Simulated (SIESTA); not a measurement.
## KTaO3 under changes of volume

One of the cells (12.942 Å³/atom); the others are scaled copies at fixed shape and fractional positions:

```
CELL_PARAMETERS angstrom
4.01471 0.00000 0.00000
0.00000 4.01471 0.00000
0.00000 0.00000 4.01471
ATOMIC_POSITIONS crystal
Ta 0.00000 0.00000 0.00000
K 0.50000 0.50000 0.50000
O 0.00000 0.00000 0.50000
O 0.00000 0.50000 0.00000
O 0.50000 0.00000 0.00000
```

```yaml
Program: SIESTA 5.4.2
Functional: PBE
Potentials_or_basis: PseudoDojo 0.4 standard (PBE files)
Basis: DZP (energy shift 0.003 Ry; two zetas on semicore shells; d shell added on K)
Grid_cutoff: 800 Ry
Energy_shift: 0.003 Ry
k_mesh: 7 × 7 × 7
Occupations: fermi-dirac, width 0.05 eV
Spin: no spin polarisation
```

```tsv
volume (Å³/atom)	energy over the lowest point (meV/atom)	pressure (GPa)	gap on the mesh (eV)
11.927	85.03	23.3	2.14
12.180	?	?	?
12.434	28.85	12.6	2.06
12.942	3.22	3.9	1.98
13.196	0.00	0.2	1.94
13.449	2.42	-3.2	1.90
```

Q: What does the run at 12.180 Å³/atom give?

A: Energy over the lowest point 52.64 meV/atom; pressure 17.6 GPa; gap on the mesh 2.10 eV.

Worked out: A Birch-Murnaghan fit of order 3 (a polynomial in V^(-2/3)) to the other rows has its minimum at 13.21 Å³/atom with B0 = V·E''(V) = 182 GPa and B' = 4.4. It gives 52.77 meV/atom at 12.180 Å³/atom, against the run's 52.64, and -dE/dV = 17.7 GPa, against 17.6. A straight line through the other rows of the gap, of slope -2 eV per unit of ln V, gives 2.10 eV, against the run's 2.10.

Energies are extrapolated to zero smearing.

Caveats: short orbitals over semicore shells can move pressures by several GPa; spin-orbit coupling is left out, which moves the levels of the heavy elements; an odd mesh through Γ misses points on the zone boundary, where band edges often lie; the basis of atomic orbitals isn't converged, which shifts pressures, moduli and gaps.
